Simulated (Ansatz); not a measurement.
**GaCo (C2/m) at 2 levels of theory**

One geometry, relaxed with PBE; plane waves with PAW potentials in Ansatz, scalar-relativistic. Collinear spin, ending at 1.1 μB a primitive cell. Gaps are the least over mesh and band path; pressure is positive in compression.

```cif
data_structure
_symmetry_space_group_name_H-M 'C2/m'
_symmetry_Int_Tables_number 12
_cell_length_a 9.0368
_cell_length_b 2.7598
_cell_length_c 4.1803
_cell_angle_alpha 90.000
_cell_angle_beta 108.545
_cell_angle_gamma 90.000
_cell_volume 98.84
loop_
_atom_site_label
_atom_site_type_symbol
_atom_site_symmetry_multiplicity
_atom_site_Wyckoff_symbol
_atom_site_fract_x
_atom_site_fract_y
_atom_site_fract_z
_atom_site_occupancy
Ga1 Ga 4 i 0.11579 0.00000 0.30340 1
Co1 Co 4 i 0.12945 0.50000 0.80959 1
```

```
level  cutoff (eV)    k mesh  gap (eV)  pressure (GPa)  largest moment (μB)
  PBE          420  18×18×12         0             0.0                 0.58
```

What comes out on the same cell with r2SCAN?

```tsv
level	cutoff (eV)	k mesh	gap (eV)	pressure (GPa)	largest moment (μB)
r2SCAN	500	18×18×12	0	-3.0	1.19
```

The state reached may not be the lowest one.

It was reached by relaxing an invented guess, and it needn't be the stable form of this composition.
